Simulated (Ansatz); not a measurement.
**GaP: zone-centre modes at -3 GPa**

Theory: DFT PBE, scalar-relativistic, plane waves, PAW in Ansatz 0.2.0. Cutoff 420 eV, 8×8×8 k-points (Γ-centred), fixed occupations. No spin polarisation. Phonons by linear response, acoustic sum rule imposed.

The cell, relaxed at -3 GPa:
```
Ga P
1.0
     0.00000    2.79274    2.79274
     2.79274    0.00000    2.79274
     2.79274    2.79274    0.00000
Ga P
1 1
Direct
  0.00000 0.00000 0.00000
  0.75000 0.75000 0.75000
```

The run warned that the force constants aren't converged on this k mesh, so the frequencies and all that is formed from them are rough.

(1) Give the high-frequency dielectric tensor ε∞.

(2) Give the Born effective charges.

(3) How large is the static dielectric tensor with the ions free to move, and what share of it is ionic?

## Answers

(1)
```
11.10  0.00  0.00
 0.00 11.10  0.00
 0.00  0.00 11.10
```

(2)
| atom | Z*xx | Z*yy | Z*zz | mean |
| --- | --- | --- | --- | --- |
| Ga (atom 1) | 2.27 | 2.27 | 2.27 | 2.27 |
| P (atom 2) | -2.27 | -2.27 | -2.27 | -2.27 |

(3)
```
13.6  0.0  0.0
 0.0 13.6  0.0
 0.0  0.0 13.6
```
The ions give 19 % of its trace.

Cost: 1 run of about 0.88 core-minutes, on Intel Xeon Platinum 8375C (Ice Lake) (shared hosts).